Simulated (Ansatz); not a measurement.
# Si (I4/mmm) in Ansatz: further runs

The runs below take Si through single point, equation of state, with r2SCAN.

Program: Ansatz 0.2.0. These are calculated values, not measurements. Logs are shortened: lines on timing, memory, paths and dates and some standing lists are left out, and cuts for length are marked.

## (1) The crystal as given

It takes space group I4/mmm (No. 139, tetragonal). Conventional cell: a = 3.254 Å, b = 3.254 Å, c = 2.641 Å, α = 90.00°, β = 90.00°, γ = 90.00°. Around Si (site symmetry 4/mmm) lie 10 Si at 2.64 to 2.65 Å.

This isn't the form of Si at room conditions, which is diamond.

## (2) Single point, r2SCAN, 13.14 Å³/atom (volume scaled by 0.94)

Input file input.yaml:

```yaml
crystal:
  lattice:
    - [-1.5937032655, 1.5937032655, 1.29337678]
    - [1.5937032655, -1.5937032655, 1.29337678]
    - [1.5937032655, 1.5937032655, -1.29337678]
  atoms:
    - { symbol: Si, position: [0.0, 0.0, 0.0] }
hamiltonian:
  xc: r2scan
  pseudopotentials: { kind: paw }
kpoints:
  mp_grid: { grid: [13, 13, 13] }
scf:
  occupations: { method: fermi_dirac, width: 0.05 }
output:
  forces: true
  stress: true
  eigenvalues: true
```

Potentials or basis: Ansatz PAW.

The run is started by

```console
ansatz run input.yaml --threads 2 --pin off --max-ram 5632MiB --backend cpu --events-out ev --progress --plain --runs-dir out
```

The log of the run:

```text
Warning: RAYON_NUM_THREADS=2 ignored (pool sized by the plan → 2); use --threads N
Engine: ansatz 0.2.0, x86_64-unknown-linux-gnu
Pseudopotentials: kind: paw
Pseudopotential: Si, paw, valence charge 4, recommended cutoff 500 eV (meta_gga), Si.paw.azcp
Functional definition: r2SCAN
  parameter k0 = 0.174
  parameter k1 = 0.065
  parameter a1 = 4.9479
  exchange = r2scan_x(k0 = k0, k1 = k1, a1 = a1)
  correlation = r2scan_c
Crystal: 1 atoms, lattice volume = 13.140 Å³
Basis set: ecut = 500 eV, 333 PW (Γ), exchange–correlation on 80×80×80 points (64 copies of the dense FFT grid, shifted against one another)
Bands: 6, of which v1, the nominal top of the filled ones, is band 2 counted from 1 (1 counted from 0)
Symmetry: 16 space group operations
Space group: I4/mmm (ITA 139), of the structure as read, at distance tolerance 2.4e-5 Å
k-points: 196 of 2197
Non-local potential: Si, projectors of the file, l = 0: 2, l = 1: 2, l = 2: 2
PAW form: soft (Blöchl's): semilocal exchange-correlation on the pseudo side does not see the compensation charge
PAW frozen core: Si, regenerated for the run's functional (the file was generated under x = pbe(κ = 0.804, μ = 0.2195149727645171), c = pbe(β = 0.06672455060314922))
PAW one-centre angular grid: Si, 302 points (default); XC on 160 Gauss nodes
Initial density: superposition of atomic densities (neutral atoms: chi_scale 0, normalization atom), corrected by the library's trained network
Initial wavefunctions: pseudopotential atomic-orbital guess
Functional: x = r2scan, c = r2scan; τ floored in thin density (d = 2e-4 eV/Å³)
SCF iter   1: F=—  HF=-638.358528 eV  |F-HF|=—  |Δ(HF+E_count)|=         —  Δρ=6.57e-3  dr2=5.26e-3  dr2_τ=6.91e-3  ethr=1.77e-3  ⟨swp⟩=5.4  Hψ=11431  notcnv=0
preconditioner: auto → none  [metal: Δε(μ)=0.019 eV  Ē_g=15.591 eV  σ=0.050 eV  W_gap=0.10  n_scr=0 (ndim 8)  ℏωp=20.5 eV  f_vac=0.000  D(μ)=0.57/eV (n_scr^D=4)]
SCF iter   2: F=—  HF=-638.370309 eV  |F-HF|=—  |Δ(HF+E_count)|=   1.18e-2  Δρ=3.86e-3  dr2=1.71e-3  dr2_τ=3.29e-6  ethr=1.31e-4  ⟨swp⟩=2.7  Hψ=3855  notcnv=0  defer=40
SCF iter   3: F=—  HF=-638.370143 eV  |F-HF|=—  |Δ(HF+E_count)|=   1.67e-4  Δρ=8.39e-4  dr2=7.93e-5  dr2_τ=1.64e-6  ethr=4.27e-5  ⟨swp⟩=2.8  Hψ=1788  notcnv=0  defer=40
SCF iter   4: F=—  HF=-638.370163 eV  |F-HF|=—  |Δ(HF+E_count)|=   2.01e-5  Δρ=1.25e-4  dr2=1.42e-6  dr2_τ=1.52e-8  ethr=1.98e-6  ⟨swp⟩=2.0  Hψ=1513  notcnv=0  defer=40
SCF iter   5: F=—  HF=-638.370164 eV  |F-HF|=—  |Δ(HF+E_count)|=   1.07e-6  Δρ=3.65e-5  dr2=1.16e-7  dr2_τ=1.50e-9  ethr=3.56e-8  ⟨swp⟩=2.3  Hψ=1520  notcnv=0  defer=40
SCF iter   6: F=-638.370164 eV  HF=-638.370164 eV  |F-HF|=4.78e-9  |Δ(HF+E_count)|=   1.24e-7  Δρ=4.83e-6  dr2=1.67e-9  dr2_τ=3.39e-11  ethr=2.50e-9  ⟨swp⟩=5.6  Hψ=6172  notcnv=0
SCF 1 converged in 6 iterations: F = -638.370164 eV  dr2 = 1.67e-9
SCF converged after 6 iterations
Free energy (F): -638.370164 eV
Harris-Foulkes:  -638.370164 eV  (|F-HF|=4.78e-9)
Internal energy: -638.365643 eV  (E = F + TS)
E sigma→0 (E₀):  -638.367903 eV
Entropy (-TS):   -0.004521 eV (-4.521 meV/atom)
Fermi energy:    12.073648 eV
--- Per-component energies (eV) ---
  E_band       = 22.703401
  E_kinetic    = 43.309913
  E_local      = 6.578133  (includes V_loc(G=0)·N_el)
  E_nonlocal   = 24.229600
  E_hartree    = 0.373522
  E_xc         = -52.960109
  E_vxc        = -52.350092  (∫ρ·V_xc dr)
  E_paw        = -519.076205  (= ΣΔE_a)
  E_vpaw       = -2.101829  (= ΣTr[D̂ρ^β])
  E_aug_tail   = 0.000005  (compensation charges beyond the density's cutoff)
  E_vtau       = 2.290580  (kinetic-family band-sum trace: ∫τ·v_τ [+ j·A + Jᵃ·Aᵃ] dr)
  E_ewald      = -140.744069
  E_core_change = -0.076433  (= ΣΔE_core)
  E_smearing   = -0.004521  (= −TS)
  E_closure    = 0.000000  (closes the sum)
  Σ components = -638.370164   (vs F -638.370164, Δ=0.00e0)
--- Forces (eV/Å), atoms counted from 1 ---
  atom   1  Si    -0.00000000     0.00000000    -0.00000000
  max |Σ_I F_I| component: 7.70e-34 eV/Å
--- Stress (GPa, compression-positive) ---
        8.084621       0.000000       0.000000
        0.000000       8.084621       0.000000
       -0.000000      -0.000000       3.752029
  P = ⅓ Tr σ = 6.6404 GPa (66.404 kbar)
--- Band table (eV; the first three rows and the last of 196) ---
  k-point 0: bands = ["-4.1814", "22.3181", "23.6794", "23.6794", "26.2421", "28.2909"]
  k-point 1: bands = ["-4.0022", "19.7767", "23.7964", "24.6648", "26.7662", "27.2313"]
  k-point 2: bands = ["-3.4655", "16.3603", "24.1318", "25.0819", "25.3655", "27.2774"]
  k-point 195: bands = ["8.1124", "9.4298", "11.6290", "13.7847", "16.9514", "19.6072"]
```

Run time: 0.78 s. Hardware: 2 threads of Intel Xeon 6975P-C (Granite Rapids), shared host; peak memory 0.36 GiB.

Results:

```
Free energy            : -638.3702 eV
Pressure               : 6.6 GPa
Band gap on the k mesh : none (metal or under the smearing width)
```

Caveat: the PAW data sets come from PBE, with cores solved anew for the run's functional, which leaves a small shift of forces and pressure.

## (3) Single point, r2SCAN, 13.42 Å³/atom (volume scaled by 0.96)

Changes to input.yaml since step 2:

```diff
@@ -2,5 +2,5 @@
   lattice:
-    - [-1.5937032655, 1.5937032655, 1.29337678]
-    - [1.5937032655, -1.5937032655, 1.29337678]
-    - [1.5937032655, 1.5937032655, -1.29337678]
+    - [-1.6049268977, 1.6049268977, 1.3024853673]
+    - [1.6049268977, -1.6049268977, 1.3024853673]
+    - [1.6049268977, 1.6049268977, -1.3024853673]
   atoms:
```

Potentials or basis: Ansatz PAW.

The run is started by

```console
ansatz run input.yaml --threads 2 --pin off --max-ram 5632MiB --backend cpu --events-out ev --progress --plain --runs-dir out
```

Wall time 0.77 s (2 threads of Intel Xeon 6975P-C (Granite Rapids), shared host); peak memory 0.34 GiB.

It converged, with:

```
Free energy            : -638.3795 eV
Pressure               : 4.1 GPa
Band gap on the k mesh : none (metal or under the smearing width)
```

Caveat: the PAW data sets come from PBE, with cores solved anew for the run's functional, which leaves a small shift of forces and pressure.

## (4) Single point, r2SCAN, 13.70 Å³/atom (volume scaled by 0.98)

Changes to input.yaml since step 3:

```diff
@@ -2,5 +2,5 @@
   lattice:
-    - [-1.6049268977, 1.6049268977, 1.3024853673]
-    - [1.6049268977, -1.6049268977, 1.3024853673]
-    - [1.6049268977, 1.6049268977, -1.3024853673]
+    - [-1.6159957088, 1.6159957088, 1.3114683088]
+    - [1.6159957088, -1.6159957088, 1.3114683088]
+    - [1.6159957088, 1.6159957088, -1.3114683088]
   atoms:
```

The run is started by

```console
ansatz run input.yaml --threads 2 --pin off --max-ram 5632MiB --backend cpu --events-out ev --progress --plain --runs-dir out
```

It took 0.78 s on 2 threads of Intel Xeon 6975P-C (Granite Rapids), shared host; peak memory 0.37 GiB.

It converged, with:

- Free energy: -638.3847 eV
- Pressure: 1.8 GPa
- Band gap on the k mesh: none (metal or under the smearing width)

Caveat: the PAW data sets come from PBE, with cores solved anew for the run's functional, which leaves a small shift of forces and pressure.

## (5) Single point, r2SCAN, 13.98 Å³/atom

Changes to input.yaml since step 4:

```diff
@@ -2,5 +2,5 @@
   lattice:
-    - [-1.6159957088, 1.6159957088, 1.3114683088]
-    - [1.6159957088, -1.6159957088, 1.3114683088]
-    - [1.6159957088, 1.6159957088, -1.3114683088]
+    - [-1.62691493, 1.62691493, 1.32032985]
+    - [1.62691493, -1.62691493, 1.32032985]
+    - [1.62691493, 1.62691493, -1.32032985]
   atoms:
```

The run is started by

```console
ansatz run input.yaml --threads 2 --pin off --max-ram 5632MiB --backend cpu --events-out ev --progress --plain --runs-dir out
```

Run time: 0.78 s. Hardware: 2 threads of Intel Xeon 6975P-C (Granite Rapids), shared host; peak memory 0.37 GiB.

Results (log left out):

```
Free energy            : -638.3861 eV
Pressure               : -0.1 GPa
Band gap on the k mesh : none (metal or under the smearing width)
```

Caveat: the PAW data sets come from PBE, with cores solved anew for the run's functional, which leaves a small shift of forces and pressure.

## (6) Single point, r2SCAN, 14.26 Å³/atom (volume scaled by 1.02)

Changes to input.yaml since step 5:

```diff
@@ -2,5 +2,5 @@
   lattice:
-    - [-1.62691493, 1.62691493, 1.32032985]
-    - [1.62691493, -1.62691493, 1.32032985]
-    - [1.62691493, 1.62691493, -1.32032985]
+    - [-1.6376895151, 1.6376895151, 1.3290740111]
+    - [1.6376895151, -1.6376895151, 1.3290740111]
+    - [1.6376895151, 1.6376895151, -1.3290740111]
   atoms:
```

Potentials or basis: Ansatz PAW.

The run is started by

```console
ansatz run input.yaml --threads 2 --pin off --max-ram 5632MiB --backend cpu --events-out ev --progress --plain --runs-dir out
```

It took 0.79 s on 2 threads of Intel Xeon 6975P-C (Granite Rapids), shared host; peak memory 0.36 GiB.

It converged, with:

```yaml
Free_energy: -638.3844 eV
Pressure: -1.8 GPa
Band_gap_on_the_k_mesh: none (metal or under the smearing width)
```

Caveat: the PAW data sets come from PBE, with cores solved anew for the run's functional, which leaves a small shift of forces and pressure.

## (7) Single point, r2SCAN, 14.54 Å³/atom (volume scaled by 1.04)

Changes to input.yaml since step 6:

```diff
@@ -2,5 +2,5 @@
   lattice:
-    - [-1.6376895151, 1.6376895151, 1.3290740111]
-    - [1.6376895151, -1.6376895151, 1.3290740111]
-    - [1.6376895151, 1.6376895151, -1.3290740111]
+    - [-1.6483241605, 1.6483241605, 1.3377046037]
+    - [1.6483241605, -1.6483241605, 1.3377046037]
+    - [1.6483241605, 1.6483241605, -1.3377046037]
   atoms:
```

The run is started by

```console
ansatz run input.yaml --threads 2 --pin off --max-ram 5632MiB --backend cpu --events-out ev --progress --plain --runs-dir out
```

Wall time 0.85 s (2 threads of Intel Xeon 6975P-C (Granite Rapids), shared host); peak memory 0.37 GiB.

It converged, with:

```yaml
Free_energy: -638.3798 eV
Pressure: -3.4 GPa
Band_gap_on_the_k_mesh: none (metal or under the smearing width)
```

Caveat: the PAW data sets come from PBE, with cores solved anew for the run's functional, which leaves a small shift of forces and pressure.

## (8) Single point, r2SCAN, 14.82 Å³/atom (volume scaled by 1.06)

Changes to input.yaml since step 7:

```diff
@@ -2,5 +2,5 @@
   lattice:
-    - [-1.6483241605, 1.6483241605, 1.3377046037]
-    - [1.6483241605, -1.6483241605, 1.3377046037]
-    - [1.6483241605, 1.6483241605, -1.3377046037]
+    - [-1.6588233236, 1.6588233236, 1.3462252449]
+    - [1.6588233236, -1.6588233236, 1.3462252449]
+    - [1.6588233236, 1.6588233236, -1.3462252449]
   atoms:
```

The run is started by

```console
ansatz run input.yaml --threads 2 --pin off --max-ram 5632MiB --backend cpu --events-out ev --progress --plain --runs-dir out
```

It took 0.79 s on 2 threads of Intel Xeon 6975P-C (Granite Rapids), shared host; peak memory 0.37 GiB.

The run converged. Its results:

```yaml
Free_energy: -638.3726 eV
Pressure: -4.8 GPa
Band_gap_on_the_k_mesh: none (metal or under the smearing width)
```

Caveat: the PAW data sets come from PBE, with cores solved anew for the run's functional, which leaves a small shift of forces and pressure.

## (9) Equation of state, r2SCAN

Potentials or basis: Ansatz PAW.

This step only gathers the single runs of the series.

What came out:

| Item | Value |
| --- | --- |
| Equilibrium volume | 13.96 Å³/atom |
| Bulk modulus at fixed shape and positions | 94 GPa |
| Pressure derivative of the bulk modulus | 5.0 (rough: it moves with the points fitted) |

Energy against volume, from the lowest point:
```tsv
volume (Å³/atom)	energy (meV/atom)
13.140	15.97
13.420	6.63
13.699	1.46
13.979	0.00
14.258	1.71
14.538	6.32
14.818	13.56
```

Caveat: the cell was scaled at fixed shape and fractional positions, which overstates the stiffness of a crystal with free parameters, most of all of layers and chains; the PAW data sets were made with another functional, which shifts forces and pressure a little.
